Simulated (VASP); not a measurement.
A run of VASP 6.6.1 is set up as follows.

The input INCAR:

```
PREC = Accurate
ENCUT = 520
EDIFF = 1E-6
ISMEAR = -1
SIGMA = 0.05
LREAL = Auto
LASPH = True
NELM = 80
ALGO = Normal
ISIF = 2
LWAVE = False
LCHARG = True
LELF = True
LVHAR = True
NBANDS = 86
```

The input KPOINTS:

```
Automatic mesh
0
Gamma
  1 1 1
```

File POSCAR:

```
H9C4O6
1.0
    8.0259570000      0.0000000000      0.0000000000
    0.0000000000      8.0259570000      0.0000000000
    0.0000000000      0.0000000000      8.0259570000
C H O
8 18 12
Direct
    0.5090358695      0.7418679168      0.4381907354
    0.6015232825      0.7994560649      0.2883892849
    0.1248823038      0.3465879521      0.4501394662
    0.4601320441      0.5758939401      0.9033190684
    0.9163144034      0.3693765117      0.0169948581
    0.0851362647      0.9012632388      0.1796172095
    0.4966635131      0.0710818660      0.9142461142
    0.8951580478      0.9480489367      0.7306169221
    0.5696143152      0.7869715724      0.5460781811
    0.4008867728      0.8170614420      0.4271515534
    0.4838924505      0.6029810526      0.4292572213
    0.6725677698      0.9084399530      0.3154016400
    0.6772151907      0.7122515109      0.2309631113
    0.5266661658      0.8441236353      0.1893855150
    0.0383007285      0.5485950149      0.5381165137
    0.1327318350      0.2532532881      0.3442330927
    0.5201622685      0.6133100389      0.6751718206
    0.4938476496      0.4893995819      0.9947723368
    0.9150186077      0.4663493712      0.2273996733
    0.9792850871      0.3049355983     -0.0814856098
    0.2421767273      0.7492315247      0.0373039626
   -0.0360206266      0.8708245011      0.2393110255
    0.6314760969      0.2768143413      0.9773663128
    0.3661868610      0.0535637059      0.8545149195
    0.7314517135      0.8746371305      0.8783127046
    0.9845305675      0.9144579269      0.6145559963
    0.0618244030      0.5023949169      0.4229900559
    0.1678802914      0.2813870047      0.5816627226
    0.5528811081      0.5360108458      0.7688802718
    0.3722297540      0.6864975728      0.9456442391
    1.0109573226      0.4413056287      0.1334918689
    0.7622019405      0.3577891085      0.0399080135
    0.1206958871      0.7881303127      0.0777601973
    0.1777981118      1.0191058836      0.2018201692
    0.5147423541      0.2305394858      0.9255843260
    0.5804416844     -0.0496389403      0.9494942472
    0.7997675542      0.8302810494      0.7902359806
    0.8912083631      1.0973146255      0.7833832152
```

Potentials or basis: VASP PAW LDA potentials, release 64 (C, H, O).

Command:

```console
$ cat potpaw_LDA.64/C/POTCAR potpaw_LDA.64/H/POTCAR potpaw_LDA.64/O/POTCAR > POTCAR
$ mpirun -np 1 vasp_gam > vasp.out
```

Problem. Estimate the pressure.

Solution. 0.4 GPa.

Problem. What does it give for the band gap on the k mesh?

Solution. 3.63 eV, direct.

Problem. What does it give for the largest force?

Solution. 3.954 eV/Å.

Forces on the atoms (eV/Å):
```
C   -0.345 -1.272 -1.507
C   -0.143  0.737  0.648
C    0.532 -2.457  0.497
C    2.959 -2.519 -0.127
C   -1.158  0.098  2.254
C    0.722  0.922  0.328
C   -3.506  0.673 -1.572
C    0.753  3.375 -0.205
H    0.905 -0.021  1.604
H   -1.804  0.180  0.496
H   -0.068  0.996  0.459
H    0.964  0.907  0.358
H    1.769 -1.796 -0.878
H   -1.313  0.247 -0.993
H    0.321 -0.191 -0.832
H   -0.209  1.171 -0.516
H    0.526 -0.279  0.098
H    0.438 -1.755  1.457
H    2.577 -0.075 -1.678
H    0.612 -0.298 -1.164
H   -1.002  0.945  0.305
H   -0.304  0.637  0.321
H   -0.404 -0.622 -0.715
H    0.909 -0.285  0.464
H   -1.663  1.125  1.725
H   -1.370  0.128  1.755
O    0.030 -0.634  1.942
O   -0.611  1.982 -0.428
O   -2.137  2.022 -0.132
O   -1.596  2.581 -1.623
O   -3.495 -0.334  0.078
O    1.840  0.814  0.259
O    0.312 -3.448 -1.873
O   -0.170  1.297  1.226
O    1.364 -0.318  0.804
O    0.897  0.184  0.880
O    2.588 -1.468 -2.603
O    0.280 -3.249 -1.112
```

Caveat: the standard files for N, O and F lose accuracy on very short bonds. As with any semilocal functional, this LDA gap is likely too small.
